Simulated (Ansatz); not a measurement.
The system is HfO2.

```
Hf O
1.0
     5.11800    0.00000    0.00000
     0.00000    5.18570    0.00000
    -0.85866    0.00000    5.21387
Hf O
4 8
Direct
  0.27550 0.46030 0.70800
  0.72450 0.96030 0.79200
  0.72450 0.53970 0.29200
  0.27550 0.03970 0.20800
  0.07420 0.16840 0.84670
  0.92580 0.66840 0.65330
  0.92580 0.83160 0.15330
  0.07420 0.33160 0.34670
  0.44870 0.74190 0.98010
  0.55130 0.24190 0.51990
  0.55130 0.25810 0.01990
  0.44870 0.75810 0.48010
```

Base run:

- Program: Ansatz 0.2.0
- Functional: SVWN5
- Potentials or basis: Ansatz PAW
- Cutoff: 420 eV
- Density cutoff: 1680 eV
- k mesh: 5 × 5 × 5
- Occupations: fermi-dirac, width 0.05 eV
- Spin: no spin polarisation

Its results: band gap on the k mesh 4.01 eV, indirect (least direct gap 4.08 eV); pressure -8.0 GPa; largest force 0.422 eV/Å.

Question: The run is repeated on the same cell with these changes: functional from SVWN5 to revPBE. What comes out?

Answer: Band gap on the k mesh 4.27 eV, indirect (least direct gap 4.33 eV); pressure 9.4 GPa; largest force 0.497 eV/Å.

revPBE binds less tightly than SVWN5, so the same cell stands under more pressure.

Caveats: the k mesh misses the band edges, so the gap on the mesh is wider than the one along the path; spin-orbit coupling is left out, which moves the levels of the heavy elements; the PAW data sets come from PBE, with cores solved anew for the run's functional, which leaves a small shift of forces and pressure; the potentials were made for another functional, which shifts forces and pressure (some runs).

Not every run made on this cell is shown here.
